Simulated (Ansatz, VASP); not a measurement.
## AlN: VASP beside Ansatz

The input POSCAR:

```
AlN
1.0
    0.0000000000      2.0345180000      2.0345180000
    2.0345180000      0.0000000000      2.0345180000
    2.0345180000      2.0345180000      0.0000000000
Al N
1 1
Direct
    0.5000000000      0.5000000000      0.5000000000
    0.0000000000      0.0000000000      0.0000000000
```

The input INCAR.step1:

```
PREC = Accurate
ENCUT = 520
ISMEAR = 0
SIGMA = 0.05
LREAL = F
LASPH = T
NELM = 100
NBANDS = 11
GGA = PE
ALGO = Normal
EDIFF = 1E-4
LWAVE = T
LCHARG = F
```

File INCAR.step2:

```
PREC = Accurate
ENCUT = 520
EDIFF = 1E-6
ISMEAR = 0
SIGMA = 0.05
LREAL = F
LASPH = T
NELM = 100
ALGO = Normal
ISIF = 2
LWAVE = F
LCHARG = F
METAGGA = R2SCAN
LMIXTAU = T
NBANDS = 11
ISTART = 1
```

File KPOINTS:

```
regular mesh
0
Gamma
  10 10 10
```

Input for Ansatz:

```yaml
crystal:
  lattice:
    - [0.0, 2.034518, 2.034518]
    - [2.034518, 0.0, 2.034518]
    - [2.034518, 2.034518, 0.0]
  atoms:
    - { symbol: Al, position: [0.5, 0.5, 0.5] }
    - { symbol: "N", position: [0.0, 0.0, 0.0] }
basis:
  ecutwfc: 500
kpoints:
  mp_grid: { grid: [10, 10, 10] }
hamiltonian:
  xc: r2scan
scf:
  occupations: { method: gaussian, width: 0.05 }
output:
  forces: true
  stress: true
  eigenvalues: true
```

Measurements of this composition are mostly on another form, of space group No. 186.

Alike in both runs: task single point; functional r2SCAN; k mesh 10 × 10 × 10; occupations gaussian, width 0.05 eV; no spin polarisation.

|  | VASP | Ansatz |
| --- | --- | --- |
| version | VASP 6.6.1 | Ansatz 0.2.0 |
| potentials or method | VASP PAW PBE potentials, release 64 (Al, N) | scalar-relativistic, plane waves, PAW |
| plane-wave cutoff (eV) | 520 | 500 |
| valence electrons in the cell | 8 | 8 |

VASP gave:

```
gap on the k mesh at the Fermi level (eV) : 5.29
least direct gap on the mesh (eV)         : 6.23
pressure (GPa)                            : -6.9
```

**Question.** Which values does Ansatz return?

**Answer.** gap on the k mesh at the Fermi level (eV): 5.29; least direct gap on the mesh (eV): 6.19; pressure (GPa): -6.1.

With one functional, cell and mesh, what is left measures potentials, basis and numerics.

Caveats: the PAW data sets were made with another functional, which shifts forces and pressure a little (VASP). A k mesh can miss the band edges. r2SCAN opens gaps a little over a GGA but as a rule still falls short of measured ones.
